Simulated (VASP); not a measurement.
# P (R-3m) in VASP: settings compared

One crystal, P, is run at these levels: PBEsol, revPBE+D3, revPBE, LDA; tasks: band structure, density of states, electric field gradients.

All numbers are computed with VASP 6.6.1; they aren't measurements. Logs are shortened: lines on timing, memory, paths and dates and some standing lists are left out, and cuts for length are marked.

### Step 1. The crystal as given

Symmetry: R-3m, No. 166, trigonal system. Conventional cell: a = 3.451 Å, b = 3.451 Å, c = 9.389 Å, α = 90.00°, β = 90.00°, γ = 120.00°. P (site symmetry 3m) has 3 P at 2.29 Å as nearest neighbours.

This isn't the form of P at room conditions, which is orthorhombic.

### Step 2. Band structure, PBEsol (atoms moved at random, drawn with an rms of 0.15 Å)

POSCAR

```
P
3.7102
    0.465129960110      0.268542907687      0.843534044553
   -0.465129960110      0.268542907687      0.843534044553
    0.000000000000     -0.537085815347      0.843534044553
P
2
Direct
    0.7415510000      0.8245840000      0.7219170000
    0.2445530000      0.2587430000      0.2181920000
```

INCAR.step1

```
SYSTEM = P
PREC = Accurate
ENCUT = 900
EDIFF = 1E-7
ISMEAR = 0
SIGMA = 0.05
LREAL = .FALSE.
LASPH = .TRUE.
NELM = 100
ALGO = Normal
ISIF = 2
LWAVE = .FALSE.
LCHARG = .TRUE.
GGA = PS
NBANDS = 12
```

KPOINTS.step1

```
regular mesh
0
G
  9 9 9
  0 0 0
```

INCAR.step2

```
SYSTEM = P
PREC = Accurate
ENCUT = 900
EDIFF = 1E-7
ISMEAR = 0
SIGMA = 0.05
LREAL = .FALSE.
LASPH = .TRUE.
NELM = 100
ALGO = Normal
ISIF = 2
LWAVE = .FALSE.
LCHARG = .FALSE.
GGA = PS
NBANDS = 12
ICHARG = 11
```

KPOINTS.step2

```
path GLB1,BZGX,QFP1Z,LP
10
line-mode
reciprocal
 0.0000000000  0.0000000000  0.0000000000  G
 0.5000000000  0.0000000000  0.0000000000  L

 0.5000000000  0.0000000000  0.0000000000  L
 0.5000000000  0.2342330829 -0.2342330829  B1

 0.7657669171  0.5000000000  0.2342330829  B
 0.5000000000  0.5000000000  0.5000000000  Z

 0.5000000000  0.5000000000  0.5000000000  Z
 0.0000000000  0.0000000000  0.0000000000  G

 0.0000000000  0.0000000000  0.0000000000  G
 0.3671165415  0.0000000000 -0.3671165415  X

 0.6328834585  0.3671165415  0.0000000000  Q
 0.5000000000  0.5000000000  0.0000000000  F

 0.5000000000  0.5000000000  0.0000000000  F
 0.6328834585  0.6328834585  0.2342330829  P1

 0.6328834585  0.6328834585  0.2342330829  P1
 0.5000000000  0.5000000000  0.5000000000  Z

 0.5000000000  0.0000000000  0.0000000000  L
 0.7657669171  0.3671165415  0.3671165415  P
```

Potentials or basis: VASP PAW PBE potentials, release 64 (P_h).

Launch:

```
> cat potpaw_PBE.64/P_h/POTCAR > POTCAR
> cp INCAR.step1 INCAR
> cp KPOINTS.step1 KPOINTS
> mpirun -np 1 vasp_std > vasp.out
> cp INCAR.step2 INCAR
> cp KPOINTS.step2 KPOINTS
> mpirun -np 1 vasp_std > vasp.out
```

OUTCAR:

```text
SYSTEM = P
   PREC = Accurate
   ENCUT = 900
   EDIFF = 1E-7
   ISMEAR = 0
   LREAL = .FALSE.
   LASPH = .TRUE.
   NELM = 100
   ISIF = 2
   GGA = PS
   ICHARG = 11

 ion  position               nearest neighbor table
   1  0.742  0.825  0.722-
   2  0.245  0.259  0.218-

  LATTYP: Found a trigonal (rhomboedric) cell.
 ALAT       =     3.7102201415
 COS(alpha) =     0.5673129383

  Lattice vectors:

 A1 = (   1.7257251780,   0.9963478961,   3.1296800121)
 A2 = (  -1.7257251780,   0.9963478961,   3.1296800121)
 A3 = (   0.0000000000,  -1.9926957921,   3.1296800121)

Analysis of symmetry for initial positions (statically):
=====================================================================
 Subroutine PRICEL returns:
 Original cell was already a primitive cell.

 Routine SETGRP: Setting up the symmetry group for a
 trigonal (rhombohedral) supercell.

 Subroutine GETGRP returns: Found  2 space group operations
 (whereof  1 operations were pure point group operations)
 out of a pool of 12 trial point group operations.

The static configuration has the point symmetry C_1 .
 The point group associated with its full space group is S_2 .

Analysis of symmetry for dynamics (positions and initial velocities):
=====================================================================
 Subroutine PRICEL returns:
 Original cell was already a primitive cell.

 Routine SETGRP: Setting up the symmetry group for a
 trigonal (rhombohedral) supercell.

 Subroutine GETGRP returns: Found  2 space group operations
 (whereof  1 operations were pure point group operations)
 out of a pool of 12 trial point group operations.

The dynamic configuration has the point symmetry C_1 .
 The point group associated with its full space group is S_2 .

 Subroutine INISYM returns: Found  2 space group operations
 (whereof  1 operations are pure point group operations),
 and found     1 'primitive' translations

----------------------------------------------------------------------------------------

                                     Primitive cell

  volume of cell :      32.2875

  direct lattice vectors                    reciprocal lattice vectors
     1.725725178  0.996347896  3.129680012     0.289733271  0.167277582  0.106507161
    -1.725725178  0.996347896  3.129680012    -0.289733271  0.167277582  0.106507161
     0.000000000 -1.992695792  3.129680012     0.000000000 -0.334555164  0.106507161

  length of vectors
     3.710220141  3.710220141  3.710220141     0.351099605  0.351099605  0.351099605

  position of ions in fractional coordinates (direct lattice)
     0.741551000  0.824584000  0.721917000
     0.244553000  0.258743000  0.218192000

  ion indices of the primitive-cell ions
   primitive index   ion index
                 1           1
                 2           2

----------------------------------------------------------------------------------------

 KPOINTS: path GLB1,BZGX,QFP1Z,LP

Interpolating k-points between supplied coordinates.

 Line segments in fractional coordinates (reciprocal lattice):
    0.000000  0.000000  0.000000  ...  0.500000  0.000000  0.000000
    0.500000  0.000000  0.000000  ...  0.500000  0.234233 -0.234233
    0.765767  0.500000  0.234233  ...  0.500000  0.500000  0.500000
    0.500000  0.500000  0.500000  ...  0.000000  0.000000  0.000000
    0.000000  0.000000  0.000000  ...  0.367117  0.000000 -0.367117
    0.632883  0.367117  0.000000  ...  0.500000  0.500000  0.000000
    0.500000  0.500000  0.000000  ...  0.632883  0.632883  0.234233
    0.632883  0.632883  0.234233  ...  0.500000  0.500000  0.500000
    0.500000  0.000000  0.000000  ...  0.765767  0.367117  0.367117

 Generated    10 points on each line segment, for a total of     90 k-points:

 Following reciprocal coordinates:
            Coordinates               Weight
  0.000000  0.000000  0.000000      0.011111
  0.055556  0.000000  0.000000      0.011111
  0.111111  0.000000  0.000000      0.011111
  0.166667  0.000000  0.000000      0.011111
  0.222222  0.000000  0.000000      0.011111
  0.277778  0.000000  0.000000      0.011111
[... 16 lines left out ...]
  0.706708  0.500000  0.293292      0.011111
  0.677178  0.500000  0.322822      0.011111
 [... further k-points ...]
   k-points           NKPTS =     90   k-points in BZ     NKDIM =     90   number of bands    NBANDS=     12
   number of dos      NEDOS =    301   number of ions     NIONS =      2
   total plane-waves  NPLWV =  46656
   dimension x,y,z NGX =    36 NGY =   36 NGZ =   36
   dimension x,y,z NGXF=    72 NGYF=   72 NGZF=   72
   ions per type =               2
   NGX,Y,Z   is equivalent  to a cutoff of  16.13, 16.13, 16.13 a.u.
   NGXF,Y,Z  is equivalent  to a cutoff of  32.26, 32.26, 32.26 a.u.
 SYSTEM =  P
   PREC   = accura    normal or accurate (medium, high low for compatibility)
   ISTART =      0    job   : 0-new  1-cont  2-samecut
   ICHARG =     11    charge: 1-file 2-atom 10-const
   ISPIN  =      1    spin polarized calculation?
   LNONCOLLINEAR =      F non collinear calculations
   LSORBIT =      F    spin-orbit coupling
   LASPH  =      T    aspherical Exc in radial PAW
   ENCUT  =  900.0 eV  66.15 Ry    8.13 a.u.   9.08  9.08  9.08*2*pi/ulx,y,z
   NELM   =    100;   NELMIN=  2; NELMDL=  0     # of ELM steps
   EDIFF  = 0.1E-06   stopping-criterion for ELM
   LREAL  =      F    real-space projection
   EDIFFG = 0.1E-05   stopping-criterion for IOM
   NSW    =      0    number of steps for IOM
   IBRION =     -1    ionic relax: 0-MD 1-quasi-New 2-CG
   NFREE  =      0    steps in history (QN), initial steepest desc. (CG)
   ISIF   =      2    stress and relaxation
   ISYM   =      2    0-nonsym 1-usesym 2-fastsym
   POTIM  = 0.5000    time-step for ionic-motion
   TEBEG  =    0.0;   TEEND  =   0.0 temperature during run
   PSTRESS=    0.0 pullay stress
   NELECT =      10.0000    total number of electrons
   NUPDOWN=      -1.0000    fix difference up-down
   EMIN   =  10.00;   EMAX   =-10.00  energy-range for DOS
   EFERMI =   0.00;   METHOD = LEGACY
   ISMEAR =     0;   SIGMA  =   0.05  broadening in eV -4-tet -1-fermi 0-gaus
   EFERMI_NEDOS =   21; number of points for ismear=-14 and -15
   IALGO  =     38    algorithm
   IMIX   =      4    mixing-type and parameters
     AMIX     =   0.40;   BMIX     =  1.00
     AMIX_MAG =   1.60;   BMIX_MAG =  1.00
  volume/ion in A,a.u.               =      16.14       108.94
  Fermi-wavevector in a.u.,A,eV,Ry     =   1.107636  2.093128 16.692396  1.226857
  Thomas-Fermi vector in A             =   2.244152
   LORBIT       =      0    0 simple, 1 ext, 2 COOP (PROOUT), +10 PAW based schemes
   GGA     = PS    functional components
   LHFCALC =     F    Hartree Fock is set to
   AEXX    =    0.0000 exact exchange contribution
   IVDW    =     0    specifies the selected vdW correction
   LEPSILON=     F    determine dielectric tensor
   LRPA    =     F    only Hartree local field effects (RPA)
 non-spin polarized calculation
 Gauss-broadening in eV      SIGMA  =   0.05
  energy-cutoff  :      900.00
  volume of cell :       32.29
 maximum number of plane-waves:      2011

 number of electron      10.0000000 magnetization

 Free energy of the ion-electron system (eV)
  ---------------------------------------------------
  ext. energy  EPLUGINS =         0.00000000
  ---------------------------------------------------
  free energy    TOTEN  =       -10.12245199 eV

  energy without entropy =      -10.12200011  energy(sigma->0) =      -10.12222605

 E-fermi :   9.0041     XC(G=0): -11.0579

 val. band max:        8.9541619864   @ k =   0.5886   0.5000   0.4114
 cond. band min:       9.0478207005   @ k =   0.5000   0.1301  -0.1301
 fundamental gap:      0.0936587141
 Fermi energy:         9.0040836327

 k-point     1 :       0.0000    0.0000    0.0000
  band No.  band energies     occupation
      1      -6.7425      2.00000
      2       5.8082      2.00000
      3       5.8782      2.00000
      4       7.0044      2.00000
      5       7.5030      2.00000
      6      11.8936      0.00000
      7      12.3432      0.00000
      8      13.2512      0.00000
      9      14.3267      0.00000
     10      14.9652      0.00000
     11      15.3685      0.00000
     12      16.0074      0.00000

 k-point     2 :       0.0556    0.0000    0.0000
  band No.  band energies     occupation
      1      -6.6917      2.00000
      2       5.3022      2.00000
      3       5.9824      2.00000
      4       7.1521      2.00000
      5       7.5326      2.00000
      6      11.9100      0.00000
      7      12.3579      0.00000
      8      13.0311      0.00000
      9      14.2955      0.00000
     10      14.5367      0.00000
     11      15.0037      0.00000
     12      16.5908      0.00000

 k-point     3 :       0.1111    0.0000    0.0000
  band No.  band energies     occupation
      1      -6.5393      2.00000
      2       4.4442      2.00000
      3       5.9582      2.00000
      4       7.2274      2.00000
      5       7.7359      2.00000
      6      11.7143      0.00000
      7      12.3243      0.00000
      8      12.5261      0.00000
      9      14.0876      0.00000
     10      14.3114      0.00000
     11      14.9453      0.00000
     12      17.6425      0.00000
[... 286 lines left out ...]
 k-point    23 :       0.7067    0.5000    0.2933
  band No.  band energies     occupation
      1      -2.4591      2.00000
      2      -1.3579      2.00000
      3       2.1542      2.00000
      4       3.0933      2.00000
      5       9.3361      0.00000
      6       9.4471      0.00000
      7      14.7586      0.00000
      8      14.9059      0.00000
      9      16.4376      0.00000
     10      16.5497      0.00000
     11      21.7095      0.00000
     12      21.9546      0.00000

 k-point    24 :       0.6772    0.5000    0.3228
  band No.  band energies     occupation
      1      -2.8676      2.00000
      2      -1.4770      2.00000
      3       2.5671      2.00000
      4       3.7675      2.00000
      5       9.3789      0.00000
      6       9.5116      0.00000
      7      14.8193      0.00000
      8      15.1445      0.00000
      9      15.9738      0.00000
     10      16.1718      0.00000
     11      21.4531      0.00000
     12      22.0432      0.00000

 [... further k-points ...]
[... 5 lines left out ...]
  --------------------------------------------------------------------------------------
  -------------------------------------------------------------------------------------
  Total        2.5495900      0.2953536     -1.0608735     -3.2466825     -5.2316181     -3.2668969
  in kB      126.5164791     14.6561189    -52.6429677   -161.1078019   -259.6048423   -162.1108870
  external PRESSURE =      29.5098768 kB  Pullay stress =       0.0000000 kB

 VOLUME and BASIS-vectors are now :
 -----------------------------------------------------------------------------
  energy-cutoff  :      900.00
  volume of cell :       32.29
      direct lattice vectors                 reciprocal lattice vectors
     1.725725178  0.996347896  3.129680012     0.289733271  0.167277582  0.106507161
    -1.725725178  0.996347896  3.129680012    -0.289733271  0.167277582  0.106507161
     0.000000000 -1.992695792  3.129680012     0.000000000 -0.334555164  0.106507161

 POSITION                                       TOTAL-FORCE (eV/Angst)
 -----------------------------------------------------------------------------------
     -0.14329      0.12185      7.16087        -0.273710      0.144500      0.673831
     -0.02449      0.06667      2.25803         0.273710     -0.144500     -0.673831
 -----------------------------------------------------------------------------------
    total drift:                                0.000000      0.000000      0.000000

  FREE ENERGIE OF THE ION-ELECTRON SYSTEM (eV)
  ---------------------------------------------------
  free  energy   TOTEN  =       -10.1224519869 eV

  energy  without entropy=      -10.1220001148  energy(sigma->0) =      -10.12222605
```

Wall time 2.7 min (1 thread of Intel Xeon Platinum 8488C (Sapphire Rapids), shared host); peak memory 0.38 GiB.

What came out:

- Band gap along the path: none (metal or under the smearing width)

Levels at the corners of the path, in eV from the Fermi level:
```tsv
point	band 1	band 2	band 3	band 4	band 5	band 6	band 7	band 8	band 9	band 10
Γ	-15.70	-3.15	-3.08	-1.95	-1.45	2.94	3.39	4.30	5.37	6.01
L	-11.70	-11.67	-2.76	-2.07	-0.63	-0.09	0.47	0.87	9.26	9.90
L	-11.70	-11.67	-2.76	-2.07	-0.63	-0.09	0.47	0.87	9.26	9.90
B1	-11.12	-9.98	-6.78	-6.69	-0.86	1.05	5.78	5.82	7.61	7.89
B	-10.62	-10.56	-6.77	-6.70	-0.20	0.37	5.95	6.24	7.33	7.66
Z	-13.08	-11.32	-1.83	-0.70	-0.47	0.55	1.37	2.39	9.59	10.49
Z	-13.08	-11.32	-1.83	-0.70	-0.47	0.55	1.37	2.39	9.59	10.49
Γ	-15.70	-3.15	-3.08	-1.95	-1.45	2.94	3.39	4.30	5.37	6.01
Γ	-15.70	-3.15	-3.08	-1.95	-1.45	2.94	3.39	4.30	5.37	6.01
X	-11.22	-10.06	-7.22	-4.33	-3.76	3.30	4.42	4.97	7.56	9.69
Q	-11.18	-10.10	-7.21	-4.58	-3.50	3.18	4.05	5.60	7.86	9.38
F	-11.83	-8.90	-6.79	-5.35	-4.31	1.16	6.67	7.11	8.68	9.25
F	-11.83	-8.90	-6.79	-5.35	-4.31	1.16	6.67	7.11	8.68	9.25
P1	-11.44	-10.13	-7.40	-3.81	-3.28	2.89	4.00	5.81	7.54	10.47
P1	-11.44	-10.13	-7.40	-3.81	-3.28	2.89	4.00	5.81	7.54	10.47
Z	-13.08	-11.32	-1.83	-0.70	-0.47	0.55	1.37	2.39	9.59	10.49
L	-11.70	-11.67	-2.76	-2.07	-0.63	-0.09	0.47	0.87	9.26	9.90
P	-11.39	-10.20	-7.40	-3.81	-3.26	2.95	3.98	5.77	7.57	10.40
```

Caveat: the log is that of the step along the path at fixed density, whose energy, stress, charges and moments have no meaning; the PAW data sets were made with another functional, which shifts forces and pressure a little.

### Step 3. Band structure, revPBE+D3 (cell strained at random at fixed volume)

POSCAR

```
P
1.0
    1.6832040000      0.9763350000      3.0674860000
   -1.7168030000      0.9259650000      3.1020490000
   -0.0604210000     -2.1080470000      3.1502680000
P
2
Direct
    0.7729197500      0.7729197500      0.7729197500
    0.2270802500      0.2270802500      0.2270802500
```

INCAR.step1

```
SYSTEM = P
ALGO = Fast
EDIFF = 1E-6
ENCUT = 600
GGA = RE
ISIF = 2
ISMEAR = 0
IVDW = 11
LASPH = .TRUE.
LCHARG = .TRUE.
LREAL = .FALSE.
LWAVE = .FALSE.
NBANDS = 12
NELM = 60
PREC = Accurate
SIGMA = 0.01
```

KPOINTS.step1

```
k-points
0
G
  9 9 9
  0 0 0
```

INCAR.step2

```
SYSTEM = P
ALGO = Fast
EDIFF = 1E-6
ENCUT = 600
GGA = RE
ICHARG = 11
ISIF = 2
ISMEAR = 0
IVDW = 11
LASPH = .TRUE.
LCHARG = .FALSE.
LREAL = .FALSE.
LWAVE = .FALSE.
NBANDS = 12
NELM = 60
PREC = Accurate
SIGMA = 0.05
```

KPOINTS.step2

```
path XGY,LGZ,NGM,RG
15
line-mode
reciprocal
-0.5000000000 -0.5000000000 -0.5000000000  X
 0.0000000000  0.0000000000  0.0000000000  G

 0.0000000000  0.0000000000  0.0000000000  G
 0.0000000000  0.0000000000  0.5000000000  Y

-0.5000000000 -0.5000000000  0.0000000000  L
 0.0000000000  0.0000000000  0.0000000000  G

 0.0000000000  0.0000000000  0.0000000000  G
 0.0000000000  0.5000000000  0.0000000000  Z

-0.5000000000  0.0000000000 -0.5000000000  N
 0.0000000000  0.0000000000  0.0000000000  G

 0.0000000000  0.0000000000  0.0000000000  G
 0.0000000000  0.5000000000  0.5000000000  M

-0.5000000000  0.0000000000  0.0000000000  R
 0.0000000000  0.0000000000  0.0000000000  G
```

Potentials or basis: VASP PAW PBE potentials, release 64 (P_h).

Launch:

```
> cat potpaw_PBE.64/P_h/POTCAR > POTCAR
> cp INCAR.step1 INCAR
> cp KPOINTS.step1 KPOINTS
> mpirun -np 1 vasp_std > vasp.out
> cp INCAR.step2 INCAR
> cp KPOINTS.step2 KPOINTS
> mpirun -np 1 vasp_std > vasp.out
```

It took 2 min on 1 thread of Intel Xeon Platinum 8488C (Sapphire Rapids), shared host; peak memory 0.26 GiB.

These settings aren't checked as converged: the numbers below hold their error.

Results:

| Item | Value |
| --- | --- |
| Band gap along the path | none (metal or under the smearing width) |
| Dispersion energy per atom | -0.407 eV |

Caveat: the log is that of the step along the path at fixed density, whose energy, stress, charges and moments have no meaning; the PAW data sets were made with another functional, which shifts forces and pressure a little; pairwise dispersion overbinds metals, which lowers pressure and volume.

[end of part 1 of 2]
